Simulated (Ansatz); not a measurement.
**A film clamped to a substrate in Mo**

Computed with Ansatz 0.2.0, DFT PBE, scalar-relativistic, plane waves, PAW. The runs took a 420 eV cutoff, a Γ-centred 26×26×26 mesh and Gaussian smearing (0.15 eV). No spin polarisation. Energies are free energies at this smearing, counted from the undisturbed cell; pressure is positive in compression.

The starting cell (relaxed at this level; with this scan's settings it stands at 0.1 GPa):

```yaml
crystal:
  lattice:
    - [-1.58022, 1.58022, 1.58022]
    - [1.58022, -1.58022, 1.58022]
    - [1.58022, 1.58022, -1.58022]
  atoms:
    - { symbol: Mo, position: [0.00000, 0.00000, 0.00000] }
```

The cell (1 atom, V0 = 15.78 Å³) is strained by p along both x and y and by q along z, fractional coordinates fixed. τp = (1/V0) ∂E/∂p = (σxx + σyy)(1 + p)(1 + q) and τq = (1/V0) ∂E/∂q = σzz(1 + p)², with tension positive.

```csv
p,q,ΔE (meV/atom),τp (GPa),τq (GPa)
0.000,0.000,0.00,-0.21,-0.10
-0.025,0.000,41.39,-34.43,-8.70
0.025,0.000,35.46,28.03,7.15
0.000,-0.025,15.43,-8.45,-12.73
0.000,0.025,13.32,7.33,10.60
```

Q: Get the second derivatives of the energy density.

A: Central differences give A = ∂τp/∂p = 1249 GPa (C11 + C22 + 2 C12), C = ∂τq/∂q = 467 GPa (C33) and the cross term B = ∂τq/∂p = 317 GPa (C13 + C23); ∂τp/∂q = 316 GPa must equal B, and any difference shows higher-order terms. The ions are clamped. In a cubic crystal C11 = C = 467, C12 = B/2 = 158 GPa and A should be 2(C11 + C12) = 1250 GPa; the bulk modulus is (C11 + 2 C12)/3 = 261 GPa.

Q: A film of this crystal grows with z along the normal on a substrate that imposes p. How does its thickness respond, and what does the misfit cost?

A: Count p and q from the stress-free cell. A free surface needs τq = 0, so q = −(B/C) p = -0.68 p. The energy density left is (A − B²/C) p²/2 = M p², with the biaxial modulus M = 517 GPa; a misfit of 1 % costs 5.09 meV/atom, against 6.15 meV/atom if the thickness were held.

At p = 0.050 the energies along q are 119.2 (q = -0.050), 112.6 (q = -0.025), 133.4 (q = 0.000), 178.4 (q = 0.025), 244.1 (q = 0.050) meV/atom.

Q: Does the linear rule hold at this misfit?

A: A parabola through the lowest point and its neighbours has its minimum at q = -0.032, 111.7 meV/atom. With the stress left in the starting cell, τp0 and τq0, linear elasticity gives q = −(τq0 + Bp)/C = -0.034 and E = V0(τp0 p + τq0 q + Ap²/2 + Bpq + Cq²/2)/N = 126.6 meV/atom. The energies differ by more than a tenth, so the quadratic law fails here: the gap holds the anharmonic part, with some error from the wide steps. Cubic terms also shift the vertex of so wide a parabola.

In a metal these slopes depend on the k mesh and the smearing.